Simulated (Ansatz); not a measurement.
## HgTe (Coloradoite): relaxation of cell and atoms with revPBE+D3(BJ)

HgTe (Coloradoite):

```
Hg Te
1.0
     0.00000    3.21450    3.21450
     3.21450    0.00000    3.21450
     3.21450    3.21450    0.00000
Hg Te
1 1
Direct
  0.00000 0.00000 0.00000
  0.75000 0.75000 0.75000
```

```json
{"Program": "Ansatz 0.2.0", "Task": "relaxation of cell and atoms", "Functional": "revPBE", "Dispersion": "D3(BJ)", "Potentials or basis": "Ansatz PAW", "Cutoff": "420 eV (not typed: the program's choice for these potentials)", "k mesh": "7 × 7 × 7", "Occupations": "fermi-dirac, width 0.05 eV", "Spin": "no spin polarisation"}
```

The relaxed volume is 34.60 Å³/atom. The relaxed cell is a = 4.608 Å, b = 4.608 Å, c = 4.608 Å, α = 60.00°, β = 60.00°, γ = 60.00°. The space group after relaxing (to 0.05 Å) is F-43m (No. 216), the energy gained by relaxing is 7.6 meV/atom and the ionic steps are 5. The pressure after relaxing is 0.0 GPa and the band gap on the k mesh is none (metal or under the smearing width).

The path:
```
step  energy change (eV)  largest force (eV/Å)  volume (Å³)
   1              0.0000                0.0000        66.43
   2             -0.0096                0.0000        70.83
   3             -0.0146                0.0000        69.33
   4             -0.0146                0.0000        69.20
   5             -0.0152                0.0000        69.20
```

Final structure:
```
CELL_PARAMETERS angstrom
0.00000 3.25854 3.25854
3.25854 0.00000 3.25854
3.25854 3.25854 0.00000
ATOMIC_POSITIONS crystal
Hg 0.00000 0.00000 0.00000
Te 0.75000 0.75000 0.75000
```

Levels at points of the mesh, in eV from the Fermi level:
| k point | band 16 | band 17 | band 18 | band 19 | band 20 | band 21 |
| --- | --- | --- | --- | --- | --- | --- |
| (0.00, 0.00, 0.00) | -0.75 | -0.04 | -0.04 | -0.04 | 4.28 | 4.28 |

It took 9.2 s on 2 threads of Intel(R) Xeon(R) Platinum 8375C CPU @ 2.90GHz (Ice Lake), with other jobs on the host, peak memory 0.43 GiB.

Caveat: the plane-wave basis is chosen anew once the cell has moved, so the energies of steps on either side of that aren't comparable; pairwise dispersion overbinds metals, which lowers pressure and volume; the PAW data sets come from PBE, with cores solved anew for the run's functional, which leaves a small shift of forces and pressure. The run has no spin-orbit coupling, so splittings on Hg, Te are missing.
